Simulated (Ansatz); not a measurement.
The system is ZrC.

```
Zr C
1.0
     3.39148    0.00000    0.00000
    -1.69574    2.93710    0.00000
     0.00000    0.00000    5.29005
Zr C
2 2
Direct
  0.66667 0.33333 0.75000
  0.33333 0.66667 0.25000
  0.00000 0.00000 0.50000
  0.00000 0.00000 0.00000
```

The cell comes from a database or a generator and needn't be the stable form of this composition.

Base run:

```yaml
Program: Ansatz 0.2.0
Functional: PBEsol
Potentials_or_basis: all-electron LAPW, scalar-relativistic
Cutoff: 235 eV
Density_cutoff: 938 eV
Basis_error_allowed: 0.002 eV/atom
k_mesh: 9 × 9 × 5
Occupations: fermi-dirac, width 0.05 eV
Spin: no spin polarisation
Hubbard_terms: Zr d U = 8 eV
```

Its results: band gap on the k mesh none (metal or under the smearing width); pressure 3.5 GPa.

**Question.** The run is repeated on the same cell with these changes: hubbard terms from Zr d U = 8 eV to none. What comes out?

**Answer.** Band gap on the k mesh none (metal or under the smearing width); pressure -7.8 GPa.

Caveats: U is the effective U less J, on atomic orbitals that reach past the spheres (some runs); U without spin polarisation on a metal has little footing (some runs); the U is typed as a test and isn't derived for this compound (some runs).

Not every run made on this cell is shown here.
